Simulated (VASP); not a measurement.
Hf:

```xyz
1
Lattice="0.0000 2.2200 2.2200 2.2200 0.0000 2.2200 2.2200 2.2200 0.0000" Properties=species:S:1:pos:R:3 pbc="T T T"
Hf    0.0000    0.0000    0.0000
```

This isn't the form of Hf at room conditions, which is hcp.

- Program: VASP 6.6.1
- Task: relaxation of cell and atoms
- Functional: SCAN
- Potentials or basis: VASP PAW PBE potentials, release 64 (Hf_pv)
- Cutoff: 600 eV
- k mesh: 10 × 10 × 10
- Occupations: methfessel-paxton, width 0.1 eV
- Spin: no spin polarisation

At the start: pressure -2.2 GPa; volume 21.88 Å³/atom.

Q: Where does the relaxation end?

A: Over 3 steps the energy falls by 3.3 meV/atom and the volume is 21.43 Å³/atom (-2.1 %); space group Fm-3m (No. 225, to 0.05 Å).

The path:
```
step  energy change (eV)  largest force (eV/Å)  pressure (GPa)  volume (Å³)
   1              0.0000                0.0000           -2.22        21.88
   2              0.0011                0.0000            2.88        20.94
   3             -0.0033                0.0000            0.06        21.43
```

Final structure:
```
CELL_PARAMETERS angstrom
0.00000 2.20468 2.20468
2.20468 0.00000 2.20468
2.20468 2.20468 0.00000
ATOMIC_POSITIONS crystal
Hf 0.00000 0.00000 0.00000
```

Caveat: the PAW data sets were made with another functional, which shifts forces and pressure a little.
